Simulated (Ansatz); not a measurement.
# LiH: the cost of one run

Method: DFT PBE, scalar-relativistic, plane waves, PAW, in Ansatz 0.2.0.

**1. The system as given**

It takes space group P-1 (No. 2, triclinic). The conventional cell has a = 3.070 Å, b = 3.556 Å, c = 3.621 Å, α = 97.25°, β = 97.79°, γ = 100.32°. Li (site symmetry 1) has 1 H at 1.81 Å and 1 Li at 1.99 Å as nearest neighbours. Around H (site symmetry 1) lie 1 Li at 1.81 Å.

Coordinates:

```xyz
4
Lattice="3.0697 0.0000 0.0000 -0.6373 3.4984 0.0000 -0.4911 -0.5537 3.5443" Properties=species:S:1:pos:R:3 pbc="T T T"
Li    1.3984    1.9013    3.3382
Li    0.5429    1.0434    0.2061
H     0.3542    2.4084    1.3788
H     1.5871    0.5363    2.1655
```

This is candidate A: random cell with space group P-1 (No. 2).

**2. A loose first relaxation (candidate A)**

File input.yaml:

```yaml
crystal:
  lattice:
    - [3.0697111148, 0.0, 0.0]
    - [-0.6373210296, 3.498418826, 0.0]
    - [-0.4910684469, -0.5537119519, 3.5442889524]
  atoms:
    - { symbol: Li, position: [0.75, 0.6925374059, 0.9418391313] }
    - { symbol: Li, position: [0.25, 0.3074625941, 0.0581608687] }
    - { symbol: H, position: [0.3333333333, 0.75, 0.3890125871] }
    - { symbol: H, position: [0.6666666667, 0.25, 0.6109874129] }
basis:
  ecutwfc: 420
kpoints:
  mp_grid: { grid: [6, 6, 6] }
hamiltonian:
  xc: pbe
scf:
  occupations: { method: gaussian, width: 0.1 }
  lower_state_search: "off"
output:
  forces: true
  stress: true
  eigenvalues: true
relax:
  adjacent_minimum: "off"
  f_tol: 0.04
  max_steps: 70
  cell: { stress_tol: 0.4 }
```

The run is started by

```
$ ansatz run input.yaml --threads 1 --pin off --max-ram 2560MiB --backend cpu --events-out ev --progress --plain --runs-dir out
```

**Question.** How long does this run take on 1 thread of Arm Neoverse V1, shared host, and how much memory does it need?

About 20 s, with a peak of 0.32 GiB.
